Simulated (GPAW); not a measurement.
Input of a GPAW 26.7.0 run:

run.py

```python
from ase.dft.bandgap import bandgap
from ase.io import read, write
from ase.units import GPa
from gpaw import GPAW, PW

atoms = read('ZnS.xyz')

calc = GPAW(mode=PW(600),
            xc='PBE',
            kpts={'size': (9, 9, 9), 'gamma': True},
            occupations={'name': 'methfessel-paxton', 'order': 0, 'width': 0.019000000000000003},
            nbands=18,
            convergence={'density': 1e-05, 'energy': 1e-05},
            maxiter=150,
            txt='gpaw.txt')
atoms.calc = calc
energy = atoms.get_potential_energy()
forces = atoms.get_forces()
stress = atoms.get_stress()
calc.write('gs.gpw')
write('result.traj', atoms)
print(f'Energy: {energy:.6f} eV')
print('Forces (eV/A):')
print(forces.round(4))
print('Stress (GPa):', (stress / GPa).round(3))
print('Fermi level:', round(calc.get_fermi_level(), 4), 'eV')
print(f'Gap: {bandgap(calc)[0]:.4f} eV, direct: {bandgap(calc, direct=True)[0]:.4f} eV')
```

Contents of ZnS.xyz:

```xyz
2
Lattice="0.0000000000 2.7020000000 2.7020000000 2.7020000000 0.0000000000 2.7020000000 2.7020000000 2.7020000000 0.0000000000" Properties=species:S:1:pos:R:3 pbc="T T T"
Zn     4.0530000000      4.0530000000      4.0530000000
S      0.0000000000      0.0000000000      0.0000000000
```

Potentials or basis: GPAW PAW data sets (gpaw-data 1.2.1), pw.

Launch:

```sh
$ OMP_NUM_THREADS=1 python run.py
```

(1) Estimate the band gap on the k mesh.

(2) Estimate the pressure.

## Answers

(1) 2.10 eV, direct.

(2) 1.6 GPa.

**What was measured.**

“Electronic, vibrational, and thermodynamic properties of ZnS (zincblende and rocksalt structure)”, 2009, arxiv:0911.5022 quotes, for a bulk crystal of ZnS at 19 K: band gap 3.85 eV (direct).

Measured gap of ZnS: 3.85 eV (direct; 19 K; quoted in “Electronic, vibrational, and thermodynamic properties of ZnS (zincblende and rocksalt structure)”, 2009, arxiv:0911.5022). This calculation gives 2.10 eV (-1.75 eV). The value is that of PBE, without temperature or zero-point motion. Semilocal functionals fall short of measured gaps as a rule.
